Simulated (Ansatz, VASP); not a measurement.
**One calculation of SrO, two programs**

INCAR

```
SYSTEM = SrO
PREC     = Accurate       ! precision mode
ENCUT    = 520            ! plane-wave cutoff, eV
EDIFF    = 1E-7           ! SCF threshold, eV
ISMEAR   = 0              ! smearing method
SIGMA    = 0.05           ! smearing width, eV
LREAL    = .False.        ! projectors in reciprocal space
LASPH    = .True.         ! aspherical terms in the spheres
NELM     = 60             ! most SCF steps
ALGO     = Normal         ! electronic algorithm
ISIF     = 2              ! what is computed and relaxed
LWAVE    = .False.        ! write WAVECAR
LCHARG   = .False.        ! write CHGCAR
GGA      = PE             ! functional
NBANDS   = 15             ! bands
```

KPOINTS

```
regular mesh
0
Gamma
  8 8 8
  0 0 0
```

The input POSCAR:

```
SrO
1.0
    0.0000000000      2.5973917585      2.5973917585
    2.5973917585      0.0000000000      2.5973917585
    2.5973917585      2.5973917585      0.0000000000
Sr O
1 1
Direct
    0.0000000000      0.0000000000      0.0000000000
    0.4659703442      0.5000000000      0.5000000000
```

Input for Ansatz:

```yaml
crystal:
  lattice:
    - [0.0, 2.5973917585, 2.5973917585]
    - [2.5973917585, 0.0, 2.5973917585]
    - [2.5973917585, 2.5973917585, 0.0]
  atoms:
    - { symbol: Sr, position: [0.0, 0.0, 0.0] }
    - { symbol: O, position: [0.4659703442, 0.5, 0.5] }
basis:
  ecutwfc: 420
kpoints:
  mp_grid: { grid: [8, 8, 8] }
hamiltonian:
  xc: pbe
scf:
  occupations: { method: gaussian, width: 0.05 }
output:
  forces: true
  stress: true
  eigenvalues: true
```

Change from the starting cell: all O atoms moved +0.125 Å, as atom 2 towards its neighbour atom 2 (O) at 3.673 Å.

Alike in both runs: task single point; functional PBE; k mesh 8 × 8 × 8; occupations gaussian, width 0.05 eV; no spin polarisation.

|  | VASP | Ansatz |
| --- | --- | --- |
| version | VASP 6.6.1 | Ansatz 0.2.0 |
| potentials or method | VASP PAW PBE potentials, release 64 (Sr_sv, O) | scalar-relativistic, plane waves, PAW |
| plane-wave cutoff (eV) | 520 | 420 |
| valence electrons in the cell | 16 | 16 |

|  | VASP | Ansatz | Ansatz less VASP |
| --- | --- | --- | --- |
| gap on the k mesh at the Fermi level (eV) | 3.38 | 3.42 | +0.044 |
| least direct gap on the mesh (eV) | 3.46 | 3.49 | +0.035 |
| pressure (GPa) | 0.9 | 0.4 | -0.53 |
| largest component of the traceless stress (GPa) | 0.52 | 0.49 | -0.032 |
| rms of the force components (eV/Å) | 0.145 | 0.136 | -0.0095 |

Atom by atom the forces differ by 0.009 eV/Å (rms over components).

A k mesh can miss the band edges.
